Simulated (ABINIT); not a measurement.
BAs: band structure with HCTH407

Crystal: BAs.

```
As B
1.0
     0.00000    2.38850    2.38850
     2.38850    0.00000    2.38850
     2.38850    2.38850    0.00000
As B
1 1
Direct
  0.75000 0.75000 0.75000
  0.00000 0.00000 0.00000
```

```yaml
Program: ABINIT 10.8.3 (patched build)
Task: band structure
Functional: HCTH407
Potentials_or_basis: JTH PAW PBE v2.0
Cutoff: 408 eV
k_mesh: 10 × 10 × 10
Occupations: fermi-dirac, width 0.05 eV
Spin: spin-orbit coupling, no magnetisation
Fine-grid_cutoff: 816.342 eV
Exchange_and_correlation_inside_the_PAW_spheres: full angular mesh (pawxcdev 0, this build's default; the released program takes 1)
```

```
Pressure                                              : 2.5 GPa
Band gap on the k mesh                                : 1.35 eV, indirect (least direct gap 3.07 eV)
Band gap along the path                               : 1.35 eV, indirect (least direct gap 3.07 eV)
Valence electrons inside the program's atomic spheres : As 12.84; B 1.79
```

Levels at the corners of the path, in eV from the valence-band top:
```csv
point,band 14,band 15,band 16,band 17,band 18,band 19,band 20,band 21,band 22,band 23
Γ,-0.21,0.00,0.00,0.00,0.00,3.07,3.07,3.28,3.28,3.28
X,-8.62,-4.18,-4.18,-4.05,-4.05,1.61,1.61,1.66,1.66,11.33
W,-8.16,-5.51,-5.37,-5.15,-5.13,5.47,5.47,5.91,5.91,6.86
K,-8.23,-5.93,-5.83,-3.53,-3.53,2.21,2.22,5.64,5.68,9.18
Γ,-0.21,0.00,0.00,0.00,0.00,3.07,3.07,3.28,3.28,3.28
L,-8.77,-1.97,-1.97,-1.82,-1.82,2.68,2.68,4.75,4.75,4.84
U,-8.23,-5.93,-5.83,-3.53,-3.53,2.21,2.22,5.64,5.68,9.18
W,-8.16,-5.51,-5.37,-5.15,-5.13,5.47,5.47,5.91,5.91,6.86
L,-8.77,-1.97,-1.97,-1.82,-1.82,2.68,2.68,4.75,4.75,4.84
K,-8.23,-5.93,-5.83,-3.53,-3.53,2.21,2.22,5.64,5.68,9.18
```

Run time: 3.6 min on 1 thread of Arm Neoverse V1, on a shared host, peak memory 0.14 GiB.

Caveat: the PAW data sets were made with another functional, which shifts forces and pressure a little.
